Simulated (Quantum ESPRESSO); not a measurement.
**HfO2 under changes of volume**

One of the cells (10.955 Å³/atom); the others are scaled copies at fixed shape and fractional positions:

```xyz
12
Lattice="5.2195 0.0000 0.0000 0.0000 5.0048 0.0000 0.0000 0.0000 5.0327" Properties=species:S:1:pos:R:3 pbc="T T T"
Hf    5.0472    3.6661    3.7314
Hf    2.7820    3.6661    1.2151
Hf    2.4375    1.3387    3.7314
Hf    0.1723    1.3387    1.2151
O     3.2994    4.6477    4.4251
O     4.5298    4.6477    1.9087
O     1.2211    2.7020    2.4776
O     1.3886    2.7020    4.9939
O     3.9984    2.3028    4.9939
O     3.8308    2.3028    2.4776
O     0.6896    0.3571    4.4251
O     1.9201    0.3571    1.9087
```

Measurements of this composition are mostly on another form, of space group No. 14.

```yaml
Program: Quantum ESPRESSO 7.5
Functional: PBEsol
Potentials_or_basis: GBRV 1.5 PBEsol
Cutoff: 612 eV
Density_cutoff: 4898 eV
k_mesh: 4 × 5 × 4
Occupations: fermi-dirac, width 0.05 eV
Spin: no spin polarisation
```

| volume (Å³/atom) | energy over the lowest point (meV/atom) | pressure (GPa) | gap on the mesh (eV) |
| --- | --- | --- | --- |
| 10.298 | ? | ? | ? |
| 10.517 | 16.07 | 11.7 | 4.59 |
| 10.736 | 4.01 | 5.5 | 4.51 |
| 10.955 | 0.00 | -0.1 | 4.44 |
| 11.175 | 3.27 | -5.1 | 4.37 |
| 11.394 | 13.03 | -9.6 | 4.30 |
| 11.613 | 28.70 | -13.7 | 4.23 |

**Question.** What does the run at 10.298 Å³/atom give?

**Answer.** Energy over the lowest point 37.07 meV/atom; pressure 18.6 GPa; gap on the mesh 4.66 eV.

Worked out: A Birch-Murnaghan fit of order 3 (a polynomial in V^(-2/3)) to the other rows has its minimum at 10.96 Å³/atom with B0 = V·E''(V) = 264 GPa and B' = 4.2 at fixed shape and positions, which overstates the stiffness. It gives 37.06 meV/atom at 10.298 Å³/atom, against the run's 37.07, and -dE/dV = 18.9 GPa, against 18.6. A straight line through the other rows of the gap, of slope -3.6 eV per unit of ln V, extrapolates to 4.66 eV, against the run's 4.66.

Energies are extrapolated to zero smearing.

Caveats: spin-orbit coupling is left out, which moves the levels of the heavy elements; an odd mesh through Γ misses points on the zone boundary, where band edges often lie.
